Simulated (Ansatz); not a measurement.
Ansatz input

```yaml
crystal:
  lattice:
    - [3.3687505996, 0.0, 0.0]
    - [-1.6843752998, 2.9174235983, 0.0]
    - [0.0, 0.0, 5.5783622814]
  atoms:
    - { symbol: Sb, position: [0.3333333333, 0.6666666667, 0.25] }
    - { symbol: Sb, position: [0.6666666667, 0.3333333333, 0.75] }
hamiltonian:
  xc: pbe
  pseudopotentials:
    kind: paw_fr
    azcp:
      Sb: "pseudopotentials/Sb.paw.azcp"
basis:
  ecutwfc: 420
  fft_grid_basis: typed
kpoints:
  mp_grid: { grid: [11, 11, 6], shift: [0, 0, 0] }
magnetization:
  noncollinear: true
  spin_orbit: true
scf:
  occupations: { method: fermi_dirac, width: 0.1 }
```

Terminal output

```
Engine: ansatz 0.2.0, x86_64-unknown-linux-gnu
Pseudopotentials: kind: paw_fr
Pseudopotential: Sb, paw_fr, valence charge 15, recommended cutoff 420 eV (normal) 
Functional definition: PBE
  parameter kappa = 0.804
  parameter beta = 0.06672455060314922
  exchange = pbe_x(kappa = kappa, mu = beta*pi^2/3)
  correlation = pbe_c(beta = beta)
non-collinear run that drives no moment, with spin-orbit: no starting moment large enough to seed its density (crystal.atoms[].spin), no starting occupations that ask for one, no magnetisation constraint and no magnetic field, so the semilocal B_xc is pinned to zero
Crystal: 2 atoms, lattice volume = 54.825 Å³
Basis set: ecut = 420 eV, 1099 PW (Γ)
Bands: 38, of which v1, the nominal top of the filled ones, is band 30 counted from 1 (29 counted from 0)
Symmetry: 24 space group operations + 24 with time reversal
Magnetic group: BNS 194.264 (UNI 1494), of the structure as read, at distance tolerance 3.8e-5 Å
k-points: 64 of 726
Projection manifold: j_resolved (fully-relativistic pseudo-atomic orbitals)
Non-local potential: Sb, projectors of the file, l = 0: 2, l = 1: 4, l = 2: 4, l = 3: 4
PAW form: soft (Blöchl's): semilocal exchange-correlation on the pseudo side does not see the compensation charge
PAW one-centre angular grid: Sb, 590 points (default); XC on 96 Gauss nodes
Initial density: superposition of atomic densities (chi_scale 0.1, normalization cell)
Initial wavefunctions: pseudopotential atomic-orbital guess
Functional: x = pbe(κ = 0.804, μ = 0.2195149727645171), c = pbe(β = 0.06672455060314922)
SCF iter   1: F=—  HF=-12973.292545 eV  |F-HF|=—  |Δ(HF+E_count)|=         —  Δρ=8.03e-3  dr2=4.34e-2  dr2_m=0.00e0 (ungated)  ethr=3.10e-3  |M|=0.00e0 ∫|m|=0.00e0 μB  |m|>n=0.0e0 m-floor=0.0e0 τ_xc=0.0e0  β_m=0.30  ⟨swp⟩=10.3  Hψ=6845  notcnv=0  defer=2
spin=Noncollinear: Kerker preconditioning applied to the charge; magnetization (m_x, m_y, m_z) channels mix plain (no charge-response kernel on spin).
SCF iter   2: F=—  HF=-12973.288716 eV  |F-HF|=—  |Δ(HF+E_count)|=   3.83e-3  Δρ=6.73e-3  dr2=3.20e-2  dr2_m=0.00e0 (ungated)  ethr=1.45e-4  |M|=0.00e0 ∫|m|=0.00e0 μB  |m|>n=0.0e0 m-floor=0.0e0 τ_xc=0.0e0  β_m=0.40  ⟨swp⟩=1.2  Hψ=1490  notcnv=0
SCF iter   3: F=—  HF=-12973.282039 eV  |F-HF|=—  |Δ(HF+E_count)|=   6.68e-3  Δρ=2.27e-3  dr2=1.84e-3  dr2_m=0.00e0 (ungated)  ethr=1.07e-4  |M|=0.00e0 ∫|m|=0.00e0 μB  |m|>n=0.0e0 m-floor=0.0e0 τ_xc=0.0e0  β_m=0.48  ⟨swp⟩=3.0  Hψ=2274  notcnv=0
SCF iter   4: F=—  HF=-12973.282175 eV  |F-HF|=—  |Δ(HF+E_count)|=   1.37e-4  Δρ=1.41e-3  dr2=7.76e-4  dr2_m=0.00e0 (ungated)  ethr=6.13e-6  |M|=0.00e0 ∫|m|=0.00e0 μB  |m|>n=0.0e0 m-floor=0.0e0 τ_xc=0.0e0  β_m=0.74  ⟨swp⟩=3.0  Hψ=2191  notcnv=0
SCF iter   5: F=—  HF=-12973.281458 eV  |F-HF|=—  |Δ(HF+E_count)|=   7.18e-4  Δρ=3.48e-4  dr2=5.71e-5  dr2_m=0.00e0 (ungated)  ethr=2.59e-6  |M|=0.00e0 ∫|m|=0.00e0 μB  |m|>n=0.0e0 m-floor=0.0e0 τ_xc=0.0e0  β_m=0.87  ⟨swp⟩=2.0  Hψ=2147  notcnv=0
SCF iter   6: F=—  HF=-12973.281436 eV  |F-HF|=—  |Δ(HF+E_count)|=   2.19e-5  Δρ=1.66e-4  dr2=1.44e-5  dr2_m=0.00e0 (ungated)  ethr=1.90e-7  |M|=0.00e0 ∫|m|=0.00e0 μB  |m|>n=0.0e0 m-floor=0.0e0 τ_xc=0.0e0  β_m=0.93  ⟨swp⟩=2.0  Hψ=2150  notcnv=0
SCF iter   7: F=—  HF=-12973.281429 eV  |F-HF|=—  |Δ(HF+E_count)|=   7.28e-6  Δρ=1.98e-5  dr2=2.01e-7  dr2_m=0.00e0 (ungated)  ethr=4.80e-8  |M|=0.00e0 ∫|m|=0.00e0 μB  |m|>n=0.0e0 m-floor=0.0e0 τ_xc=0.0e0  β_m=0.97  ⟨swp⟩=2.0  Hψ=2144  notcnv=0
SCF iter   8: F=-12973.281429 eV  HF=-12973.281429 eV  |F-HF|=4.05e-9  |Δ(HF+E_count)|=   5.42e-8  Δρ=3.24e-6  dr2=7.90e-9  dr2_m=0.00e0 (ungated)  ethr=3.33e-10  |M|=0.00e0 ∫|m|=0.00e0 μB  |m|>n=0.0e0 m-floor=0.0e0 τ_xc=0.0e0  ⟨swp⟩=3.0  Hψ=2733  notcnv=0
SCF 1 converged in 8 iterations: F = -12973.281429 eV  dr2 = 7.90e-9
SCF converged after 8 iterations
Magnetization: |M| = 0.0000 μB,  M = (+0.0000, +0.0000, +0.0000) μB
Absolute magnetization: 0.0000 μB (∫|m|)
  site 0: m = (+0.0000, +0.0000, +0.0000) μB, |m| = 0.0000 μB  (R = 1.39 Å)
  site 1: m = (+0.0000, +0.0000, +0.0000) μB, |m| = 0.0000 μB  (R = 1.39 Å)
Free energy (F): -12973.281429 eV
Harris-Foulkes:  -12973.281429 eV  (|F-HF|=4.05e-9)
Internal energy: -12973.243937 eV  (E = F + TS)
E sigma→0 (E₀):  -12973.262683 eV
Entropy (-TS):   -0.037492 eV (-18.746 meV/atom)
Fermi energy:    11.415825 eV
--- Per-component energies (eV) ---
  E_band       = -295.915735
  E_kinetic    = 412.848160
  E_local      = -2896.097983  (includes V_loc(G=0)·N_el)
  E_nonlocal   = 723.587659
  E_hartree    = 1320.910336
  E_xc         = -277.172611
  E_vxc        = -192.587141  (∫ρ·V_xc dr)
  E_paw        = -9153.957606  (= ΣΔE_a)
  E_vpaw       = -985.492580  (= ΣTr[D̂ρ^β])
  E_aug_tail   = -0.000003  (compensation charges beyond the density's cutoff)
  E_ewald      = -3103.361889
  E_smearing   = -0.037492  (= −TS)
  E_closure    = -0.000000  (closes the sum)
  Σ components = -12973.281429   (vs F -12973.281429, Δ=0.00e0)
```

Command:

```sh
ansatz run input.yaml --threads 1 --pin off --max-ram 3584MiB --backend cpu --events-out ev --progress --plain --runs-dir out
```

On 1 thread of Intel(R) Xeon(R) Platinum 8259CL CPU @ 2.50GHz (Skylake/Cascade Lake) (shared host) this took about 26 s of wall time and 26 s of CPU time.
